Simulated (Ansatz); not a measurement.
Runs of Ansatz 0.2.0 on SiC (Moissanite). Symmetry: P6_3mc, No. 186, hexagonal system. Conventional cell: a = 3.076 Å, b = 3.076 Å, c = 5.048 Å, α = 90.00°, β = 90.00°, γ = 120.00°. Si (site symmetry 3m) has 4 C at 1.87 to 1.94 Å as nearest neighbours. C (site symmetry 3m) is surrounded by 4 Si at 1.87 to 1.94 Å. 

```csv
task,level,potentials or basis,cell,cutoff (eV),points for each segment of the path,gap on the mesh (eV),pressure (GPa),V0 of scaled cells (Å³/atom),relaxed volume (Å³/atom),B0 (GPa)
relaxation of cell and atoms,RPBE+D3(BJ),Ansatz PAW,relaxed,420,-,2.36,0.0,-,9.63,-
band structure,m-r2SCAN,Ansatz PAW,as given,500,14,2.85,0.2,-,-,-
equation of state,LDA,JTH PAW LDA,as given,780,-,-,-,10.14,-,230
relaxation of cell and atoms,exchange-only PBE,Ansatz PAW,relaxed,420,-,2.89,0.0,-,(a),-
equation of state,BLYP+D3(BJ),Ansatz PAW,as given,420,-,-,-,(b),-,(c)
```

Alike in all rows: no spin polarisation; k mesh 10 × 10 × 5; smearing fermi-dirac 0.05 eV.

Problem. Estimate the missing entries.

Solution. (a) 11.40; (b) 10.26; (c) 216.

Caveats: the PAW data sets come from PBE, with cores solved anew for the run's functional, which leaves a small shift of forces and pressure (some runs); odd divisions of the mesh miss points on the zone boundary, where band edges often lie, so the gap on the mesh can be too wide (some runs); the plane-wave basis is chosen anew once the cell has moved, so the energies of steps on either side of that aren't comparable (some runs); the cell was scaled at fixed shape and fractional positions, which overstates the stiffness of a crystal with free parameters, most of all of layers and chains (some runs); the k mesh misses the band edges, so the gap on the mesh is wider than the one along the path (some runs); the volume moved by +10 % from the deposited cell, more than functionals usually miss (some runs); the potentials were made for another functional, which shifts forces and pressure (some runs).

Runs at the PBE level aren't shown here.
